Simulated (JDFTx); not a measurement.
# InP (F-43m) in JDFTx: reference runs

Reference runs on InP: the cell as given, and energy against volume gives the equilibrium volume and stiffness.

Program: JDFTx 1.7.0 (patched build). These are calculated values, not measurements. Logs are shortened: lines on timing, memory, paths and dates and some standing lists are left out, and cuts for length are marked. The log counts tension as positive stress, the text compression.

**Measured values to compare with.**

From a printed reference work, data compilation, for a bulk crystal of InP: band gap 1.4236 eV (direct) at 1.6 K; bulk modulus 71 GPa.

The results are compared with them further down.

## (1) Starting point

It takes space group F-43m (No. 216, cubic). The conventional cell has a = 5.861 Å, b = 5.861 Å, c = 5.861 Å, α = 90.00°, β = 90.00°, γ = 90.00°. In (site symmetry -43m) has 4 P at 2.54 Å as nearest neighbours. Around P (site symmetry -43m) lie 4 In at 2.54 Å.

## (2) Single point, PBEsol

File InP.in:

```
lattice \
    0.0000000000     5.5378424082     5.5378424082 \
    5.5378424082     0.0000000000     5.5378424082 \
    5.5378424082     5.5378424082     0.0000000000
coords-type Lattice
ion In     0.0000000000     0.0000000000     0.0000000000 1
ion P      0.7500000000     0.7500000000     0.7500000000 1

ion-species pseudo/In.upf
ion-species pseudo/P.upf
elec-cutoff 35 280
elec-ex-corr gga-PBEsol
kpoint-folding 8 8 8
elec-smearing Fermi 0.0018374661
elec-n-bands 15
electronic-SCF nIterations 100 energyDiffThreshold 1e-09
electronic-minimize nIterations 30 energyDiffThreshold 1e-7
converge-empty-states yes
forces-output-coords Cartesian

dump-name run.$VAR
dump End Ecomponents EigStats BandEigs Kpoints Forces Stress ElecDensity Dtot KEdensity
```

Potentials or basis: PseudoDojo-SR-PBEsol-0.4.1-standard with smoothed tails.

The run is started by

```sh
$ jdftx -c 1 -i InP.in -o InP.out
```

The log of the run:

```text
*************** JDFTx 1.7.0 (patched build) ***************

Input parsed successfully to the following command list (including defaults):
[... the input with its defaults ...]

---------- Setting up symmetries ----------

Found 48 point-group symmetries of the bravais lattice
Found 24 space-group symmetries with basis
Applied RMS atom displacement 0 bohrs to make symmetries exact.

---------- Initializing the Grid ----------
R =
[            0      5.53784      5.53784  ]
[      5.53784            0      5.53784  ]
[      5.53784      5.53784            0  ]
unit cell volume = 339.666
G =
[  -0.567295   0.567295   0.567295  ]
[   0.567295  -0.567295   0.567295  ]
[   0.567295   0.567295  -0.567295  ]
Minimum fftbox size, Smin = [  60  60  60  ]
Chosen fftbox size, S = [  60  60  60  ]

---------- Initializing tighter grid for wavefunction operations ----------
R =
[            0      5.53784      5.53784  ]
[      5.53784            0      5.53784  ]
[      5.53784      5.53784            0  ]
unit cell volume = 339.666
G =
[  -0.567295   0.567295   0.567295  ]
[   0.567295  -0.567295   0.567295  ]
[   0.567295   0.567295  -0.567295  ]
Minimum fftbox size, Smin = [  44  44  44  ]
Chosen fftbox size, S = [  48  48  48  ]

---------- Exchange Correlation functional ----------
Initalized PBEsol GGA exchange.
Initalized PBEsol GGA correlation.

---------- Setting up pseudopotentials ----------
Width of ionic core gaussian charges (only for fluid interactions / plotting) set to 0

Reading pseudopotential file 'pseudo/In.upf':
  'In' pseudopotential, 'PBESOL' functional
  Generated using ONCVPSP code by D. R. Hamann
  13 valence electrons, 3 orbitals, 6 projectors, 1001 radial grid points, with lMax = 2
    4D    l: 2   occupation: 10.0   eigenvalue: -0.683211
    5S    l: 0   occupation:  2.0   eigenvalue: -0.303394
    5P    l: 1   occupation:  1.0   eigenvalue: -0.092565
  Core radius for overlap checks: 2.17 bohrs.

Reading pseudopotential file 'pseudo/P.upf':
  'P' pseudopotential, 'PBESOL' functional
  Generated using ONCVPSP code by D. R. Hamann
  5 valence electrons, 2 orbitals, 6 projectors, 1001 radial grid points, with lMax = 2
    3S    l: 0   occupation:  2.0   eigenvalue: -0.511448
    3P    l: 1   occupation:  3.0   eigenvalue: -0.201377
  Core radius for overlap checks: 1.66 bohrs.

Initialized 2 species with 2 total atoms.

Folded 1 k-points by 8x8x8 to 512 k-points.

---------- Setting up k-points, bands, fillings ----------
Adding inversion symmetry to k-mesh for non-inversion-symmetric unit cell.
Reduced to 29 k-points under symmetry.
Computing the number of bands and number of electrons
Calculating initial fillings.
nElectrons:  18.000000   nBands: 15   nStates: 29

----- Setting up reduced wavefunction bases (one per k-point) -----
average nbasis = 3359.189 , ideal nbasis = 3359.293

---------- Setting up ewald sum ----------
Optimum gaussian width for ewald sums = 2.515192 bohr.
Real space sum over 1331 unit cells with max indices [  5  5  5  ]
Reciprocal space sum over 2197 terms with max indices [  6  6  6  ]

---------- Allocating electronic variables ----------
Initializing wave functions:  linear combination of atomic orbitals
Note: number of bands (15) exceeds available atomic orbitals (13)
In pseudo-atom occupations:   s ( 2 )  p ( 1 )  d ( 10 )
P pseudo-atom occupations:   s ( 2 )  p ( 3 )
	FillingsUpdate:  mu: +0.297237635  nElectrons: 18.000000
LCAOMinimize: Iter:   0  F: -63.2323876099621884  |grad|_K:  2.984e-03  alpha:  1.000e+00
	FillingsUpdate:  mu: +0.277621137  nElectrons: 18.000000
LCAOMinimize: Iter:   1  F: -63.2466708234955206  |grad|_K:  7.317e-05  alpha:  4.734e-01  linmin: -2.753e-01  cgtest:  7.713e-01
LCAOMinimize: Encountered beta<0, resetting CG.
	FillingsUpdate:  mu: +0.277291215  nElectrons: 18.000000
LCAOMinimize: Iter:   2  F: -63.2466810606053969  |grad|_K:  2.034e-05  alpha:  5.861e-01  linmin: -5.216e-05  cgtest:  2.938e-03
	FillingsUpdate:  mu: +0.277435473  nElectrons: 18.000000
LCAOMinimize: Iter:   3  F: -63.2466820365845237  |grad|_K:  8.932e-07  alpha:  7.229e-01  linmin: -4.606e-03  cgtest: -6.045e-03
	FillingsUpdate:  mu: +0.277434231  nElectrons: 18.000000
LCAOMinimize: Iter:   4  F: -63.2466820391285438  |grad|_K:  7.189e-08  alpha:  9.763e-01  linmin: -3.272e-06  cgtest: -1.312e-02
LCAOMinimize: Converged (|Delta F|<1.000000e-06 for 2 iters).

-------- Electronic minimization -----------
Will mix electronic density at each iteration.
	FillingsUpdate:  mu: +0.277434231  nElectrons: 18.000000
	FillingsUpdate:  mu: +0.267653972  nElectrons: 18.000000
SCF: Cycle:  0   F: -63.283118312808774   dF: -3.644e-02   |Residual|: 4.370e-02   |deigs|: 1.444e-01
	FillingsUpdate:  mu: +0.268264607  nElectrons: 18.000000
SCF: Cycle:  1   F: -63.283864661053244   dF: -7.463e-04   |Residual|: 2.485e-02   |deigs|: 7.333e-03
	FillingsUpdate:  mu: +0.270303739  nElectrons: 18.000000
SCF: Cycle:  2   F: -63.283992839636042   dF: -1.282e-04   |Residual|: 3.591e-03   |deigs|: 2.985e-03
	FillingsUpdate:  mu: +0.270665921  nElectrons: 18.000000
SCF: Cycle:  3   F: -63.284002420226933   dF: -9.581e-06   |Residual|: 1.641e-03   |deigs|: 1.000e-03
	FillingsUpdate:  mu: +0.271089535  nElectrons: 18.000000
SCF: Cycle:  4   F: -63.284005553177060   dF: -3.133e-06   |Residual|: 6.300e-04   |deigs|: 6.948e-04
	FillingsUpdate:  mu: +0.271084602  nElectrons: 18.000000
SCF: Cycle:  5   F: -63.284006438052970   dF: -8.849e-07   |Residual|: 2.186e-04   |deigs|: 3.915e-04
	FillingsUpdate:  mu: +0.271158987  nElectrons: 18.000000
SCF: Cycle:  6   F: -63.284007183246203   dF: -7.452e-07   |Residual|: 4.756e-05   |deigs|: 6.316e-04
	FillingsUpdate:  mu: +0.271161259  nElectrons: 18.000000
SCF: Cycle:  7   F: -63.284007503057801   dF: -3.198e-07   |Residual|: 3.226e-05   |deigs|: 4.540e-04
	FillingsUpdate:  mu: +0.271164487  nElectrons: 18.000000
SCF: Cycle:  8   F: -63.284007623806815   dF: -1.207e-07   |Residual|: 7.622e-06   |deigs|: 1.746e-04
	FillingsUpdate:  mu: +0.271163630  nElectrons: 18.000000
SCF: Cycle:  9   F: -63.284007693175496   dF: -6.937e-08   |Residual|: 3.955e-06   |deigs|: 3.312e-04
	FillingsUpdate:  mu: +0.271163837  nElectrons: 18.000000
SCF: Cycle: 10   F: -63.284007716102558   dF: -2.293e-08   |Residual|: 3.020e-06   |deigs|: 1.991e-04
	FillingsUpdate:  mu: +0.271163911  nElectrons: 18.000000
SCF: Cycle: 11   F: -63.284007729146822   dF: -1.304e-08   |Residual|: 1.265e-06   |deigs|: 3.186e-04
	FillingsUpdate:  mu: +0.271163945  nElectrons: 18.000000
SCF: Cycle: 12   F: -63.284007734030588   dF: -4.884e-09   |Residual|: 8.054e-07   |deigs|: 1.696e-04
	FillingsUpdate:  mu: +0.271163940  nElectrons: 18.000000
SCF: Cycle: 13   F: -63.284007736683378   dF: -2.653e-09   |Residual|: 7.333e-07   |deigs|: 2.053e-04
	FillingsUpdate:  mu: +0.271163996  nElectrons: 18.000000
SCF: Cycle: 14   F: -63.284007737612875   dF: -9.295e-10   |Residual|: 4.321e-07   |deigs|: 1.204e-04
	FillingsUpdate:  mu: +0.271164024  nElectrons: 18.000000
SCF: Cycle: 15   F: -63.284007738135486   dF: -5.226e-10   |Residual|: 2.227e-07   |deigs|: 8.846e-05
SCF: Converged (|Delta E|<1.000000e-09 for 2 iters).

Setting wave functions to eigenvectors of Hamiltonian
Converging empty states (this may take a while):
EmptyStates: None of the convergence criteria satisfied.
|deigs|: 1.013e-03

# Stress tensor in Cartesian coordinates [Eh/a0^3]:
[ -2.39081e-05            0            0  ]
[            0 -2.39081e-05            0  ]
[            0            0 -2.39081e-05  ]

# Ionic positions in lattice coordinates:
ion In   0.000000000000000   0.000000000000000   0.000000000000000 1
ion P   0.750000000000000   0.750000000000000   0.750000000000000 1

# Forces in Cartesian coordinates:
force In  -0.000000000000000   0.000000000000000  -0.000000000000000 1
force P   0.000000000000000  -0.000000000000000   0.000000000000000 1

# Energy components:
   Eewald =      -44.8602020983078873
       EH =       18.3648078348300956
     Eloc =      -55.4919925563581131
      Enl =      -13.6811396437167794
      Exc =      -21.8776468749017106
 Exc_core =        9.9497877147153826
       KE =       44.3123783133231157
-------------------------------------
     Etot =      -63.2840073104158947
       TS =        0.0000004277195894
-------------------------------------
        F =      -63.2840077381354860

IonicMinimize: Iter:   0  F: -63.284007738135486  |grad|_K:       -nan
IonicMinimize: None of the convergence criteria satisfied after 0 iterations.

#--- Lowdin population analysis ---
# oxidation-state In +0.285
# oxidation-state P -0.251

Dumping 'run.eigStats' ...
	eMin: -0.270307 at state 20 ( [ +0.000000 +0.500000 +0.500000 ] spin 0 )
	HOMO: +0.258749 at state 0 ( [ +0.000000 +0.000000 +0.000000 ] spin 0 )
	mu  : +0.271164
	LUMO: +0.281291 at state 0 ( [ +0.000000 +0.000000 +0.000000 ] spin 0 )
	eMax: +0.675701 at state 24 ( [ +0.125000 +0.375000 +0.500000 ] spin 0 )
	HOMO-LUMO gap: +0.022542
	Optical gap  : +0.022542 at state 0 ( [ +0.000000 +0.000000 +0.000000 ] spin 0 )
WARNING: the last solve of the electrons (or of bands or displaced states from it) ended unconverged.
Done!
```

Run time: 59 s. Hardware: 1 thread of Intel Xeon 6975P-C (Granite Rapids), shared host; peak memory 0.14 GiB.

What came out:

* Free energy: -1722.0456 eV
* Pressure: 0.7 GPa
* Band gap on the k mesh: 0.61 eV, direct
* Loewdin charges: In +0.28; P -0.25 e

Levels at points of the mesh, in eV from the valence-band top:
```
           k point  band 7  band 8  band 9  band 10  band 11
(0.00, 0.00, 0.00)    0.00    0.00    0.00     0.61     4.02
(0.00, 0.00, 0.50)   -5.80   -0.98   -0.98     1.40     4.73
(0.00, 0.50, 0.50)   -5.81   -2.35   -2.35     1.63     2.16
```

Caveat: the empty levels aren't tightly converged; spin-orbit coupling is left out, which moves the levels of the heavy elements.

## (3) Equation of state, PBEsol, 23.66 Å³/atom (volume scaled by 0.94)

Changes to InP.in since step 2:

```diff
@@ -1,5 +1,5 @@
 lattice \
-    0.0000000000     5.5378424082     5.5378424082 \
-    5.5378424082     0.0000000000     5.5378424082 \
-    5.5378424082     5.5378424082     0.0000000000
+    0.0000000000     5.4247934954     5.4247934954 \
+    5.4247934954     0.0000000000     5.4247934954 \
+    5.4247934954     5.4247934954     0.0000000000
 coords-type Lattice
@@ -17,3 +17,2 @@
 electronic-minimize nIterations 30 energyDiffThreshold 1e-7
-converge-empty-states yes
 forces-output-coords Cartesian
```

Potentials or basis: PseudoDojo-SR-PBEsol-0.4.1-standard with smoothed tails.

The run is started by

```sh
$ jdftx -c 1 -i InP.in -o InP.out
```

Wall time 51 s (1 thread of Intel Xeon 6975P-C (Granite Rapids), shared host); peak memory 0.14 GiB.

It converged, with:

| Quantity | Value |
| --- | --- |
| Free energy | -1721.9879 eV |
| Pressure | 5.7 GPa |
| Band gap on the k mesh | 0.95 eV, direct |
| Loewdin charges | In +0.29; P -0.25 e |

Caveat: spin-orbit coupling is left out, which moves the levels of the heavy elements.

## (4) Equation of state, PBEsol, 24.16 Å³/atom (volume scaled by 0.96)

Changes to InP.in since step 3:

```diff
@@ -1,5 +1,5 @@
 lattice \
-    0.0000000000     5.4247934954     5.4247934954 \
-    5.4247934954     0.0000000000     5.4247934954 \
-    5.4247934954     5.4247934954     0.0000000000
+    0.0000000000     5.4629975251     5.4629975251 \
+    5.4629975251     0.0000000000     5.4629975251 \
+    5.4629975251     5.4629975251     0.0000000000
 coords-type Lattice
@@ -20,2 +20,2 @@
 dump-name run.$VAR
-dump End Ecomponents EigStats BandEigs Kpoints Forces Stress ElecDensity Dtot KEdensity
+dump End Ecomponents EigStats BandEigs Kpoints Forces Stress
```

The run is started by

```sh
$ jdftx -c 1 -i InP.in -o InP.out
```

It took 54 s on 1 thread of Intel Xeon 6975P-C (Granite Rapids), shared host; peak memory 0.14 GiB.

The run converged. Its results:

```yaml
Free_energy: -1722.0177 eV
Pressure: 3.8 GPa
Band_gap_on_the_k_mesh: 0.83 eV, direct
Loewdin_charges: In +0.29; P -0.25 e
```

Caveat: spin-orbit coupling is left out, which moves the levels of the heavy elements.

## (5) Equation of state, PBEsol, 24.66 Å³/atom (volume scaled by 0.98)

Changes to InP.in since step 4:

```diff
@@ -1,5 +1,5 @@
 lattice \
-    0.0000000000     5.4629975251     5.4629975251 \
-    5.4629975251     0.0000000000     5.4629975251 \
-    5.4629975251     5.4629975251     0.0000000000
+    0.0000000000     5.5006745607     5.5006745607 \
+    5.5006745607     0.0000000000     5.5006745607 \
+    5.5006745607     5.5006745607     0.0000000000
 coords-type Lattice
```

The run is started by

```sh
$ jdftx -c 1 -i InP.in -o InP.out
```

It took 52 s on 1 thread of Intel Xeon 6975P-C (Granite Rapids), shared host; peak memory 0.14 GiB.

The run converged. Its results:

```
Free energy            : -1722.0366 eV
Pressure               : 2.2 GPa
Band gap on the k mesh : 0.72 eV, direct
Loewdin charges        : In +0.29; P -0.25 e
```

Caveat: spin-orbit coupling is left out, which moves the levels of the heavy elements.

## (6) Equation of state, PBEsol, 25.17 Å³/atom

Changes to InP.in since step 5:

```diff
@@ -1,5 +1,5 @@
 lattice \
-    0.0000000000     5.5006745607     5.5006745607 \
-    5.5006745607     0.0000000000     5.5006745607 \
-    5.5006745607     5.5006745607     0.0000000000
+    0.0000000000     5.5378424082     5.5378424082 \
+    5.5378424082     0.0000000000     5.5378424082 \
+    5.5378424082     5.5378424082     0.0000000000
 coords-type Lattice
```

Potentials or basis: PseudoDojo-SR-PBEsol-0.4.1-standard with smoothed tails.

The run is started by

```sh
$ jdftx -c 1 -i InP.in -o InP.out
```

Run time: 51 s. Hardware: 1 thread of Intel Xeon 6975P-C (Granite Rapids), shared host; peak memory 0.14 GiB.

It converged, with:

```yaml
Free_energy: -1722.0456 eV
Pressure: 0.7 GPa
Band_gap_on_the_k_mesh: 0.61 eV, direct
Loewdin_charges: In +0.28; P -0.25 e
```

Caveat: spin-orbit coupling is left out, which moves the levels of the heavy elements.

## (7) Equation of state, PBEsol, 25.67 Å³/atom (volume scaled by 1.02)

Changes to InP.in since step 6:

```diff
@@ -1,5 +1,5 @@
 lattice \
-    0.0000000000     5.5378424082     5.5378424082 \
-    5.5378424082     0.0000000000     5.5378424082 \
-    5.5378424082     5.5378424082     0.0000000000
+    0.0000000000     5.5745179301     5.5745179301 \
+    5.5745179301     0.0000000000     5.5745179301 \
+    5.5745179301     5.5745179301     0.0000000000
 coords-type Lattice
```

The run is started by

```sh
$ jdftx -c 1 -i InP.in -o InP.out
```

Wall time 52 s (1 thread of Intel Xeon 6975P-C (Granite Rapids), shared host); peak memory 0.14 GiB.

The run converged. Its results:

```
Free energy            : -1722.0458 eV
Pressure               : -0.6 GPa
Band gap on the k mesh : 0.51 eV, direct
Loewdin charges        : In +0.28; P -0.25 e
```

Caveat: spin-orbit coupling is left out, which moves the levels of the heavy elements.

## (8) Equation of state, PBEsol, 26.17 Å³/atom (volume scaled by 1.04)

Changes to InP.in since step 7:

```diff
@@ -1,5 +1,5 @@
 lattice \
-    0.0000000000     5.5745179301     5.5745179301 \
-    5.5745179301     0.0000000000     5.5745179301 \
-    5.5745179301     5.5745179301     0.0000000000
+    0.0000000000     5.6107171128     5.6107171128 \
+    5.6107171128     0.0000000000     5.6107171128 \
+    5.6107171128     5.6107171128     0.0000000000
 coords-type Lattice
```

The run is started by

```sh
$ jdftx -c 1 -i InP.in -o InP.out
```

Run time: 52 s. Hardware: 1 thread of Intel Xeon 6975P-C (Granite Rapids), shared host; peak memory 0.14 GiB.

The run converged. Its results:

| Property | Result |
| --- | --- |
| Free energy | -1722.0382 eV |
| Pressure | -1.8 GPa |
| Band gap on the k mesh | 0.40 eV, direct |
| Loewdin charges | In +0.28; P -0.25 e |

Caveat: spin-orbit coupling is left out, which moves the levels of the heavy elements.

## (9) Equation of state, PBEsol, 26.68 Å³/atom (volume scaled by 1.06)

Changes to InP.in since step 8:

```diff
@@ -1,5 +1,5 @@
 lattice \
-    0.0000000000     5.6107171128     5.6107171128 \
-    5.6107171128     0.0000000000     5.6107171128 \
-    5.6107171128     5.6107171128     0.0000000000
+    0.0000000000     5.6464551280     5.6464551280 \
+    5.6464551280     0.0000000000     5.6464551280 \
+    5.6464551280     5.6464551280     0.0000000000
 coords-type Lattice
```

Potentials or basis: PseudoDojo-SR-PBEsol-0.4.1-standard with smoothed tails.

The run is started by

```sh
$ jdftx -c 1 -i InP.in -o InP.out
```

Run time: 53 s. Hardware: 1 thread of Intel Xeon 6975P-C (Granite Rapids), shared host; peak memory 0.15 GiB.

It converged, with:

| Quantity | Value |
| --- | --- |
| Free energy | -1722.0236 eV |
| Pressure | -2.9 GPa |
| Band gap on the k mesh | 0.30 eV, direct |
| Loewdin charges | In +0.28; P -0.25 e |

Caveat: spin-orbit coupling is left out, which moves the levels of the heavy elements.

## (10) Equation of state, PBEsol

Potentials or basis: PseudoDojo-SR-PBEsol-0.4.1-standard with smoothed tails.

No new run: the results of the series are fitted here.

Results:

| Quantity | Value |
| --- | --- |
| Equilibrium volume | 25.43 Å³/atom |
| Bulk modulus | 67 GPa |
| Pressure derivative of the bulk modulus | 4.6 |

Energy against volume, from the lowest point:
```tsv
volume (Å³/atom)	energy (meV/atom)
23.657	28.96
24.160	14.05
24.663	4.63
25.167	0.12
25.670	0.00
26.173	3.81
26.677	11.12
```

## (11) How close it comes

Step 2. Against the measured gap of InP, 1.4236 eV (direct; 1.6 K; a printed reference work, data compilation), the calculated 0.61 eV is off by -0.81 eV. Spin-orbit coupling on In is left out. The value is that of PBEsol, without temperature or zero-point motion. Semilocal functionals fall short of measured gaps as a rule.

Step 10. Measured bulk modulus of InP: 71 GPa (a printed reference work, data compilation). This calculation gives 67 GPa (-6.3 %). The fit is for a static lattice scaled at fixed shape and fixed fractional positions.
